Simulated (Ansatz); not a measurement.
## Te2Mo: do energies and stresses tell the same story?

Computed with DFT PBE+D3(BJ), scalar-relativistic, plane waves, PAW in Ansatz 0.2.0.

Plane waves to 420 eV, a k mesh through Γ of 12×12×2 on the computed 6-atom cell and Gaussian smearing (0.02 eV); no spin polarisation.

Relaxed cell: P6_3/mmc, a = 3.496 Å, b = 3.496 Å, c = 13.701 Å, α = 90.00°, β = 90.00°, γ = 120.00°, 6 atoms in the primitive cell.

Energies at zero smearing and pressures from the stress tensor, at volumes with shape and atoms relaxed:
```json
{"V (Å³/atom)": "21.274", "E − E(first) (meV/atom)": "0.00", "P (GPa)": "9.37"}
{"V (Å³/atom)": "21.999", "E − E(first) (meV/atom)": "-35.22", "P (GPa)": "6.22"}
{"V (Å³/atom)": "22.725", "E − E(first) (meV/atom)": "-57.26", "P (GPa)": "3.63"}
{"V (Å³/atom)": "23.450", "E − E(first) (meV/atom)": "-68.80", "P (GPa)": "1.58"}
{"V (Å³/atom)": "24.175", "E − E(first) (meV/atom)": "-72.18", "P (GPa)": "-0.01"}
{"V (Å³/atom)": "24.900", "E − E(first) (meV/atom)": "-69.46", "P (GPa)": "-1.14"}
{"V (Å³/atom)": "25.626", "E − E(first) (meV/atom)": "-62.45", "P (GPa)": "-1.90"}
{"V (Å³/atom)": "26.593", "E − E(first) (meV/atom)": "-49.14", "P (GPa)": "-2.43"}
```

**Question.** Check P = −dE/dV between neighbouring volumes, and get the bulk modulus from the pressures alone.

**Answer.** With 1 eV/Å³ = 160.2 GPa:
```json
{"middle V (Å³/atom)": "21.637", "−ΔE/ΔV (GPa)": "7.781", "mean P (GPa)": "7.796"}
{"middle V (Å³/atom)": "22.362", "−ΔE/ΔV (GPa)": "4.869", "mean P (GPa)": "4.926"}
{"middle V (Å³/atom)": "23.087", "−ΔE/ΔV (GPa)": "2.549", "mean P (GPa)": "2.608"}
{"middle V (Å³/atom)": "23.813", "−ΔE/ΔV (GPa)": "0.747", "mean P (GPa)": "0.784"}
{"middle V (Å³/atom)": "24.538", "−ΔE/ΔV (GPa)": "-0.600", "mean P (GPa)": "-0.578"}
{"middle V (Å³/atom)": "25.263", "−ΔE/ΔV (GPa)": "-1.549", "mean P (GPa)": "-1.522"}
{"middle V (Å³/atom)": "26.109", "−ΔE/ΔV (GPa)": "-2.205", "mean P (GPa)": "-2.166"}
```

The two differ by 0.06 GPa at most. The mean of two end pressures misses the average over a step by about ΔV² P″/12, up to 0.05 GPa here; with that taken off 0.03 GPa remains, from the smearing term (the stress is the derivative of the free energy), the finite cutoff, the mesh or the relaxation's tolerance. Around V = 24.175 Å³/atom, the two neighbours give B = −V ΔP/ΔV = 24.175 × 2.72 / 1.451 = 45.4 GPa, against B0 = 43.1 GPa from the Birch–Murnaghan fit of the energies, which describes these points poorly (B0' = 9.2).